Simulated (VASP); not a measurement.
Wanted: the native input for a VASP 6.6.1 run.

* Task: relaxation of the atoms
* Functional: PBE
* Dispersion: D3(BJ)
* Potentials or basis: VASP PAW PBE potentials, release 64 (Hg, Te)
* Cutoff: 600 eV
* k mesh: 10 × 10 × 10
* Occupations: gaussian, width 0.03 eV
* Spin: no spin polarisation
* Further INCAR settings: ALGO = Normal; EDIFF = 1e-07; IBRION = 2; EDIFFG = -0.01; NSW = 40

The structure of HgTe (Coloradoite) lies in POSCAR:

```
HgTe                                    
1.0
    0.0000000000      3.2527931380      3.2527931380
    3.2527931380      0.0000000000      3.2527931380
    3.2527931380      3.2527931380      0.0000000000
  Hg              Te            
     1     1
Direct
     0.0000000000000000    0.0000000000000000    0.0000000000000000
     0.2500000000000000    0.2500000000000000    0.2500000000000000
```

The cell isn't the ideal one: a relaxed cell with its volume scaled by 0.98.

One way to write it, as run:

INCAR

```
SYSTEM = HgTe
PREC     = Accurate       ! precision mode
ENCUT    = 600            ! plane-wave cutoff, eV
EDIFF    = 1E-7           ! SCF threshold, eV
ISMEAR   = 0              ! smearing method
SIGMA    = 0.03           ! smearing width, eV
LREAL    = .FALSE.        ! projectors in reciprocal space
LASPH    = .TRUE.         ! aspherical terms in the spheres
NELM     = 80             ! most SCF steps
ALGO     = Normal         ! electronic algorithm
ISIF     = 2              ! what is computed and relaxed
LWAVE    = .FALSE.        ! write WAVECAR
LCHARG   = .FALSE.        ! write CHGCAR
GGA      = PE             ! functional
IVDW     = 12             ! dispersion correction
IBRION   = 2              ! ionic algorithm
NSW      = 40             ! ionic steps
EDIFFG   = -0.01          ! ionic threshold
```

KPOINTS

```
Automatic mesh
0
G
  10 10 10
  0 0 0
```

Potentials or basis: VASP PAW PBE potentials, release 64 (Hg, Te).

Command:

```bash
$ cat potpaw_PBE.64/Hg/POTCAR potpaw_PBE.64/Te/POTCAR > POTCAR
$ mpirun -np 1 vasp_std > vasp.out
```

Results of the run:

* Pressure after relaxing: 0.9 GPa
* Band gap on the k mesh: none (metal or under the smearing width)
* Dispersion energy per atom: -0.352 eV

Caveat: the relaxation stopped at its first step, so nothing moved; pairwise dispersion overbinds metals, which lowers pressure and volume.

It took 29 s on 1 thread of Intel(R) Xeon(R) Platinum 8559C (Emerald Rapids), on a shared host, peak memory 0.27 GiB.
